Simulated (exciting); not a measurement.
Input of an exciting (release sodium) run:

File input.xml:

```xml
<input>
  <title>MgS</title>
  <structure speciespath="./" tshift="false">
    <crystal scale="1">
      <basevect>0.000000000000 5.353820966639 5.353820966639</basevect>
      <basevect>5.353820966639 0.000000000000 5.353820966639</basevect>
      <basevect>5.353820966639 5.353820966639 0.000000000000</basevect>
    </crystal>
    <species speciesfile="S.xml" rmt="1.9">
      <atom coord="0.250000000000 0.250000000000 0.250000000000"/>
    </species>
    <species speciesfile="Mg.xml" rmt="2">
      <atom coord="0.000000000000 0.000000000000 0.000000000000"/>
    </species>
  </structure>
  <groundstate do="fromscratch" ngridk="8 8 8" rgkmax="7.5" gmaxvr="14" lmaxapw="10" lmaxmat="10" lmaxvr="8" xctype="LDA_PW" stype="Gaussian" swidth="0.00183747" nempty="10" ValenceRelativity="iora*" epsengy="1e-05" epspot="1e-05" maxscl="60" tforce="true" outputlevel="low"/>
</input>
```

Potentials or basis: all-electron LAPW+lo, shipped species files, valence relativity iora*.

Command:

```sh
$ OMP_NUM_THREADS=1 exciting_smp
```

(1) What does it give for the band gap on the k mesh?

Answers

(1) 3.17 eV, direct.
